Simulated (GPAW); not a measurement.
# MnO (Cmc2_1) in GPAW: reference runs

Aim: a first look at MnO with PBEsol, on the cell as given.

Everything below comes from runs of GPAW 26.7.0. Logs are shortened: lines on timing, memory, paths and dates and some standing lists are left out, and cuts for length are marked. The log counts tension as positive stress, the text compression.

### 1 The crystal as given

Symmetry: Cmc2_1, No. 36, orthorhombic system. Conventional cell: a = 3.468 Å, b = 5.866 Å, c = 5.473 Å, α = 90.00°, β = 90.00°, γ = 90.00°. Mn (site symmetry m) is surrounded by 4 O at 2.08 to 2.09 Å. Around O (site symmetry m) lie 4 Mn at 2.08 to 2.09 Å.

The cell comes from a database or a generator and needn't be the stable form of this composition.

### 2 Single point, PBEsol, collinear spin, ferromagnetic start

Input file run.py:

```python
from ase import Atoms
from ase.dft.bandgap import bandgap
from ase.io import write
from ase.units import GPa
from gpaw import GPAW, PW, setup_paths

setup_paths.insert(0, '.')

atoms = Atoms(['Mn', 'Mn', 'O', 'O'],
              cell=[[1.73397295, -2.9331454924, 0.0],
                    [1.73397295, 2.9331454924, 0.0],
                    [0.0, 0.0, 5.47315968]],
              scaled_positions=[[0.82504812, 0.17495188, 0.99765352],
                                [0.17495188, 0.82504812, 0.49765352],
                                [0.83766264, 0.16233736, 0.615916155],
                                [0.16233736, 0.83766264, 0.115916155]],
              pbc=True)
atoms.set_initial_magnetic_moments([4.0, 4.0, 0.0, 0.0])

calc = GPAW(mode=PW(800),
            xc='PBEsol',
            kpts={'size': (9, 9, 5), 'gamma': True},
            occupations={'name': 'fermi-dirac', 'width': 0.05},
            nbands=38,
            convergence={'density': 1e-05, 'energy': 1e-05},
            maxiter=150,
            txt='gpaw.txt')
atoms.calc = calc
energy = atoms.get_potential_energy()
forces = atoms.get_forces()
stress = atoms.get_stress()
calc.write('gs.gpw')
write('result.traj', atoms)
print(f'Energy: {energy:.6f} eV')
print('Forces (eV/A):')
print(forces.round(4))
print('Stress (GPa):', (stress / GPa).round(3))
print('Moments:', calc.get_magnetic_moments().round(3))
print('Fermi level:', round(calc.get_fermi_level(), 4), 'eV')
print(f'Gap: {bandgap(calc)[0]:.4f} eV, direct: {bandgap(calc, direct=True)[0]:.4f} eV')
```

Potentials or basis: PAW data sets generated in the run's folder for this functional, pw.

Run with:

```sh
$ gpaw-setup -f PBEsol Mn O
$ OMP_NUM_THREADS=1 python run.py
```

gpaw.txt:

```text
__  _  _
 | _ |_)|_||  |
 |__||  | ||/\| - 26.7.0

Input parameters:
  mode=PW(ecut=800.0),
  convergence={'density': 1e-05, 'energy': 1e-05},
  kpts=MonkhorstPack(size=(9, 9, 5), gamma=True),
  maxiter=150,
  nbands=38,
  occupations=Occupations(name='fermi-dirac', width=0.05),
  xc=XC(name='PBEsol')

Diagonalizing LCAO Hamiltonian
Converting LCAO to pw mode

       Mn
          Mn

       O
          O

Atoms  # Å, Bohr magnetons
|   | symbol |        x |         y |        z |    initial magnetic moments |
|---|--------|----------|-----------|----------|-----------------------------|
| 0 |     Mn | 1.733973 | -1.906827 | 5.460317 | ( 0.0000,  0.0000,  4.0000) |
| 1 |     Mn | 1.733973 |  1.906827 | 2.723737 | ( 0.0000,  0.0000,  4.0000) |
| 2 |      O | 1.733973 | -1.980827 | 3.371007 | ( 0.0000,  0.0000,  0.0000) |
| 3 |      O | 1.733973 |  1.980827 | 0.634428 | ( 0.0000,  0.0000,  0.0000) |

Unit cell  # Å
| periodic |        x |         y |        z |  lengths |     angles |
|----------|----------|-----------|----------|----------|------------|
|      yes | 1.733973 | -2.933145 | 0.000000 | 3.407346 |  90.000000 |
|      yes | 1.733973 |  2.933145 | 0.000000 | 3.407346 |  90.000000 |
|      yes | 0.000000 |  0.000000 | 5.473160 | 5.473160 | 118.819813 |

Number of symmetries: 2
Symmetry operations  # r_c * U_cc + t_c -> r_c
|   | kind |            matrix            |
|---|------|------------------------------|
| 0 |  E   |  1, 0, 0,  0, 1, 0,  0, 0, 1 |
| 1 |  σ   |  0,-1, 0, -1, 0, 0,  0, 0, 1 |

BZ-sampling:
  Number of BZ points: 405
  Number of IBZ points: 115

  Monkhorst-Pack size: [9, 9, 5]
  Monkhorst-Pack shift: [0, 0, 0]

K-points  # in reciprocal-cell coordinates
|     |                                coordinates |     weight |
|-----|--------------------------------------------|------------|
|   0 | (  0.00000000,   0.00000000,   0.00000000) | 0.00246914 |
|   1 | (  0.00000000,   0.00000000,   0.20000000) | 0.00493827 |
|   2 | (  0.00000000,   0.00000000,   0.40000000) | 0.00493827 |
|   3 | (  0.11111111,  -0.11111111,  -0.40000000) | 0.00493827 |
|   4 | (  0.11111111,  -0.11111111,  -0.20000000) | 0.00493827 |
|   5 | (  0.11111111,  -0.11111111,   0.00000000) | 0.00493827 |
|   6 | (  0.11111111,  -0.11111111,   0.20000000) | 0.00493827 |
|   7 | (  0.11111111,  -0.11111111,   0.40000000) | 0.00493827 |
|   8 | (  0.11111111,   0.00000000,  -0.40000000) | 0.00987654 |
|   9 | (  0.11111111,   0.00000000,  -0.20000000) | 0.00987654 |
| ... |                                            |            |
| 114 | (  0.44444444,   0.44444444,   0.40000000) | 0.00987654 |

Plane wave coefficients: 2896
Cutoff: 800.0 eV

Spin-components: 2 (collinear spins)
Bands:           38
Projectors:      22
Spin-degeneracy: 1
Datatype:        complex128

Parallelization:
  kpt:    1
  domain: 1
  band:   1

Density:
  Valence electrons: 42.0
  Components: 2
  Grid points: [24 24 36]
  Charge: 0.0  # |e|

Potential:
  Grid points: [24 24 36]

species:
  Mn:
    name:    Manganese
    Z:       25.0
    valence: 15
    core:    10
    charge:  0.0  # [|e|]
    compensation charges:
      type: gauss
      rc: 0.38  # [Å]
      lmax: 2
    cutoffs:
      filter: 2.14  # [Å]
      core: 0.86  # [Å]
    projectors
    | kind |    occ | energy [eV] | rcut [Å] |
    |------|--------|-------------|----------|
    |   3s |  2.000 |     -85.624 |    1.275 |
    |   4s |  2.000 |      -5.124 |    1.275 |
    |   3p |  6.000 |     -54.486 |    1.281 |
    |   4p |  0.000 |      -1.348 |    1.281 |
    |   3d |  5.000 |      -6.794 |    1.138 |
    |    d |        |      20.417 |    1.138 |

    Using partial waves for Mn as LCAO basis

  O:
    name:    Oxygen
    Z:       8.0
    valence: 6
    core:    2
    charge:  0.0  # [|e|]
    compensation charges:
      type: gauss
      rc: 0.21  # [Å]
      lmax: 2
    cutoffs:
      filter: 1.17  # [Å]
      core: 0.83  # [Å]
    projectors
    | kind |    occ | energy [eV] | rcut [Å] |
    |------|--------|-------------|----------|
    |   2s |  2.000 |     -23.808 |    0.688 |
    |   2p |  4.000 |      -8.972 |    0.598 |
    |    s |        |       3.404 |    0.688 |
    |    p |        |      18.239 |    0.598 |
    |    d |        |       0.000 |    0.619 |

    Using partial waves for O as LCAO basis

Reference energy: -67034.559231  # eV

eigensolver:
  PPCG
  Converge bands: occupied
  niter=2

density mixing:
  MSR1-Mixer
  Pratt-step length: 0.05
  Maximum mixing coefficient: 0.75
  Old densities: 10
  SVD Regularization: 0.005
  Good broyden scale: 1.0
  Trust region scale: 1.0
  Backstep threshold: 4.0
  History deletion threshold: 6.0
  Fourier metric: weight=20.0, sigma=0.015

occupation numbers:
  Fermi-Dirac:
    width: 0.0500  # eV

poisson solver:
  ecut: 6400.0  # eV

xc functional:
  name: PBEsol with 2 nearest neighbor stencil

convergence criteria:
- Maximum integral of absolute [dens]ity change: 1e-05 electrons / valence electron
- Maximum [total energy] change in last 3 cyles: 1e-05 eV / valence electron
- Maximum integral of absolute [eigenst]ate change: 4e-08 eV^2 / valence electron
maximum number of iterations: 150

SCF iterations
|iter     | |      energy | eigst |  dens |  magmom |
|---------|-|-------------|-------|-------|---------|
|iter:   1| |  -37.792222 | +0.39 |       |  +8.0062|
|iter:   2| |  -37.123310 | -1.56 | -0.85 |  +8.1059|
|iter:   3| |  -35.687126 | -1.55 | -0.89 |  +9.0915|
|iter:   4| |  -35.772977 | -3.00 | -1.40 |  +9.5521|
|iter:   5| |  -35.800727 | -2.96 | -1.72 |  +9.8872|
|iter:   6| |  -35.801188 | -4.06 | -2.20 |  +9.9787|
|iter:   7| |  -35.801460 | -4.91 | -2.84 |  +9.9902|
|iter:   8| |  -35.801504c| -5.84 | -3.30 |  +9.9943|
|iter:   9| |  -35.801499c| -6.54 | -3.58 |  +9.9956|
|iter:  10| |  -35.801500c| -7.43c| -4.06 |  +9.9952|
|iter:  11| |  -35.801500c| -7.75c| -4.33 |  +9.9950|
|iter:  12| |  -35.801500c| -8.46c| -5.24c|  +9.9949|

Converged in 12 steps
Energy contributions relative to reference atoms: (reference = -67034.559231)

Energy contributions:
  Kinetic:          40.110066
  Coulomb:         -36.345704
  Zero:              0.625296
  External:          0.000000
  Xc:              -40.189439
  Entropy:          -0.003438
  Spinorbit:         0.000000
  ----------------------------
  Free energy:     -35.803219
  Extrapolated:    -35.801500

dipole moment: (0.000001, 0.000001, 10.480216)  # |e|*Ang

Total magnetic moment: (0.000000, 0.000000, 9.994946)

Local magnetic moments
|        x |        y |        z |
|----------|----------|----------|
| 0.000000 | 0.000000 | 4.325848 |  # Mn   0
| 0.000000 | 0.000000 | 4.325847 |  # Mn   1
| 0.000000 | 0.000000 | 0.150895 |  # O    2
| 0.000000 | 0.000000 | 0.150895 |  # O    3

Fermi level: 5.707
Eigenvalues  # (at kpt = [0.000, 0.000, 0.000])
| band index |      eig [eV] | occ [0-1] |      eig [eV] | occ [0-1] |
|------------|---------------|-----------|---------------|-----------|
|          0 |       -75.688 |     1.000 |       -70.895 |     1.000 |
|        ... |               |           |               |           |
|         13 |        -0.229 |     1.000 |         1.036 |     1.000 |
|         14 |        -0.135 |     1.000 |         1.041 |     1.000 |
|         15 |        -0.085 |     1.000 |         1.164 |     1.000 |
|         16 |         2.625 |     1.000 |         5.565 |     0.945 |
|         17 |         2.731 |     1.000 |         6.744 |     0.000 |
|         18 |         3.135 |     1.000 |         6.895 |     0.000 |
|         19 |         3.200 |     1.000 |         7.243 |     0.000 |
|         20 |         3.300 |     1.000 |         7.506 |     0.000 |
|         21 |         4.098 |     1.000 |         7.592 |     0.000 |
|         22 |         4.909 |     1.000 |         8.462 |     0.000 |
|         23 |         5.058 |     1.000 |         8.614 |     0.000 |
|         24 |         5.453 |     0.994 |         8.789 |     0.000 |
|         25 |         5.776 |     0.199 |         9.258 |     0.000 |
|         26 |         5.794 |     0.147 |         9.260 |     0.000 |
|         27 |         9.110 |     0.000 |        10.608 |     0.000 |
|         28 |        10.877 |     0.000 |        12.548 |     0.000 |
|        ... |               |           |               |           |
|         37 |        21.523 |     0.000 |        23.082 |     0.000 |

No gap
No difference between direct/indirect transitions

Forces  # eV/Ang
|       x |        y |        z |
|---------|----------|----------|
| 0.00000 | -0.03204 |  0.02856 |  # Mn   0
| 0.00000 |  0.03204 |  0.02845 |  # Mn   1
| 0.00000 |  0.04224 | -0.02850 |  # O    2
| 0.00000 | -0.04224 | -0.02838 |  # O    3

Stress tensor  # eV/Ang^3
|        x |         y |         z |
|----------|-----------|-----------|
| 0.026895 |  0.000000 |  0.000000 |
| 0.000000 |  0.020835 | -0.000000 |
| 0.000000 | -0.000000 |  0.024953 |

# Writing to gs.gpw (mode='')
```

Wall time 16 min (1 thread of Arm Neoverse N1, shared host); peak memory 0.66 GiB.

Results:

* Free energy: -35.8032 eV
* Pressure: -3.9 GPa
* Largest force: 0.051 eV/Å
* Band gap on the k mesh: none (metal or under the smearing width)
* Net moment: 9.99 μB per cell
* Site moments: Mn +4.33; O +0.15 μB

Forces in eV/Å, atoms in the order of the input:
```
Mn   0.000 -0.032  0.029
Mn   0.000  0.032  0.028
O    0.000  0.042 -0.029
O    0.000 -0.042 -0.028
```

Levels at points of the mesh, in eV from the Fermi level:
Spin up:
```tsv
k point	band 24	band 25	band 26	band 27	band 28	band 29
(0.00, 0.00, 0.00)	-0.65	-0.25	0.07	0.09	3.40	5.17
```
Spin down:
```tsv
k point	band 12	band 13	band 14	band 15	band 16	band 17	band 18	band 19	band 20	band 21
(0.00, 0.00, 0.00)	-4.82	-4.67	-4.67	-4.67	-4.54	-0.14	1.04	1.19	1.54	1.80
```

Caveat: semilocal functionals often make such compounds metallic where correlation or magnetic order opens a gap, which also shifts bond lengths; only a ferromagnetic start was run, and an antiferromagnetic order may lie lower in energy.
